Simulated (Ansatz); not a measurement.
Input and command of a plane-wave DFT calculation in Ansatz:

```yaml
crystal:
  lattice:
    - [3.0004858175, 0.0, 0.0]
    - [0.0, 3.0004858175, 0.0]
    - [0.0, 0.0, 3.0004858175]
  atoms:
    - { symbol: Ti, position: [0.5, 0.5, 0.5] }
    - { symbol: Co, position: [0.0, 0.0, 0.0], spin: 3.0 }
basis:
  ecutwfc: 420
kpoints:
  mp_grid: { grid: [6, 6, 6] }
hamiltonian:
  xc: pbesol
scf:
  occupations: { method: gaussian, width: 0.1 }
  lower_state_search: "off"
output:
  forces: true
  stress: true
  eigenvalues: true
  populations: true
magnetization:
  spin_polarized: true
```

```bash
ansatz run input.yaml --threads 1 --pin off --max-ram 2560MiB --backend cpu --events-out ev --progress --plain --runs-dir out
```

Processor: Arm Neoverse V2, 1 thread, on a host shared with other jobs.

Q: How long does it run, and how much memory does it take?

A: About 3.6 s on 1 thread of Arm Neoverse V2 (shared host), peak memory 0.27 GiB. It solves 20 bands at 20 k points (the mesh reduced by symmetry) with about 515 plane waves, in 22 SCF iterations.
